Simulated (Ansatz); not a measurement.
Starting cell, AlSb (zinc blende):

```xyz
2
Lattice="0.0000 3.0886 3.0886 3.0886 0.0000 3.0886 3.0886 3.0886 0.0000" Properties=species:S:1:pos:R:3 pbc="T T T"
Sb     4.6329     4.6329     4.6329
Al     0.0000     0.0000     0.0000
```

In this cell atom 1 (Sb, nearest neighbour Al at 2.675 Å; its periodic images, 4.4 Å or more away, move with it) is moved by s along Cartesian z, unit vector (0.000, 0.000, 1.000); all other atoms and the cell stay fixed.

Level of theory: r2SCAN (plane waves to 500 eV, PAW, scalar-relativistic; Ansatz, a first-principles code). k mesh 11×11×11 (Γ-centred), Fermi-Dirac smearing 0.05 eV. E stands for the smeared free energy. AlSb was relaxed with its symmetry unable to fall. Spin-orbit coupling is left out, though Sb is heavy. ΔE is measured from the undisplaced structure.

Successive frames, forces in eV/Å:

| frame | ΔE (meV/cell) | F on Sb1 | F on Al2 |
|---|---|---|---|
| s = 0.530 Å | 1015 | (0.000, 0.000, -3.427) | (0.000, 0.000, 3.427) |
| s = 0.424 Å | 675 | (0.000, 0.000, -2.970) | (0.000, 0.000, 2.970) |
| s = 0.318 Å | 391 | (0.000, 0.000, -2.366) | (0.000, 0.000, 2.366) |
| s = 0.212 Å | 177 | (0.000, 0.000, -1.644) | (0.000, 0.000, 1.644) |

Task: What are the energy and the forces in the next frame, s = 0.106 Å?

Result: ΔE (meV/cell) = 45.

| atom | Fx | Fy | Fz |
|---|---|---|---|
| Sb1 | 0.000 | 0.000 | -0.843 |
| Al2 | 0.000 | 0.000 | 0.843 |

(For displaced atoms, the force is minus the slope of the energy, and its curvature is a force constant, which sets phonon frequencies.)
